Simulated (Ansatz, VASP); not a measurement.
One calculation of ZnAu, two programs

Contents of INCAR:

```
PREC     = Accurate       # precision mode
ENCUT    = 520            # plane-wave cutoff, eV
EDIFF    = 1E-6           # SCF threshold, eV
ISMEAR   = -1             # smearing method
SIGMA    = 0.05           # smearing width, eV
LREAL    = False          # projectors in reciprocal space
LASPH    = True           # aspherical terms in the spheres
NELM     = 60             # most SCF steps
ALGO     = Normal         # electronic algorithm
ISIF     = 2              # what is computed and relaxed
LWAVE    = False          # write WAVECAR
LCHARG   = False          # write CHGCAR
GGA      = PS             # functional
NBANDS   = 18             # bands
```

File KPOINTS:

```
Automatic mesh
0
Gamma
  13 13 13
```

POSCAR

```
ZnAu
1.0
    3.1884126438      0.0000000000      0.0000000000
    0.0000000000      3.1884126438      0.0000000000
    0.0000000000      0.0000000000      3.1884126438
Zn Au
1 1
Direct
    0.5000000000      0.5000000000      0.5000000000
    0.0000000000      0.0000000000      0.0000000000
```

Input for Ansatz:

```yaml
crystal:
  lattice:
    - [3.1884126438, 0.0, 0.0]
    - [0.0, 3.1884126438, 0.0]
    - [0.0, 0.0, 3.1884126438]
  atoms:
    - { symbol: Zn, position: [0.5, 0.5, 0.5] }
    - { symbol: Au, position: [0.0, 0.0, 0.0] }
kpoints:
  mp_grid: { grid: [13, 13, 13] }
  band_path:
    path:
      - [0.0, 0.0, 0.0]
      - [0.0, 0.5, 0.0]
      - [0.5, 0.5, 0.0]
      - [0.0, 0.0, 0.0]
      - [0.5, 0.5, 0.5]
      - [0.0, 0.5, 0.0]
      - [0.5, 0.5, 0.5]
      - [0.5, 0.5, 0.0]
    npoints: 5
scf:
  occupations: { method: fermi_dirac, width: 0.05 }
hamiltonian:
  xc: pbesol
  pseudopotentials: { kind: all_electron, lapw: { basis_error: 0.0005 } }
output:
  forces: true
  stress: true
  eigenvalues: true
```

Change from the starting cell: volume scaled by 1.04.

Alike in both runs: task single point; functional PBEsol; k mesh 13 × 13 × 13; occupations fermi-dirac, width 0.05 eV; no spin polarisation.

|  | VASP | Ansatz |
| --- | --- | --- |
| version | VASP 6.6.1 | Ansatz 0.2.0 |
| potentials or method | VASP PAW PBE potentials, release 64 (Zn, Au) | all-electron LAPW, scalar-relativistic |
| plane-wave cutoff (eV) | 520 | see its input |

|  | VASP | Ansatz | Ansatz less VASP |
| --- | --- | --- | --- |
| pressure (GPa) | -6.9 | -6.9 | -0.07 |

Ansatz ran all-electron here, so the differences hold the error of VASP's frozen core and of both bases.

Caveats: the PAW data sets were made with another functional, which shifts forces and pressure a little (VASP). The runs have no spin-orbit coupling, so splittings on Au are missing.
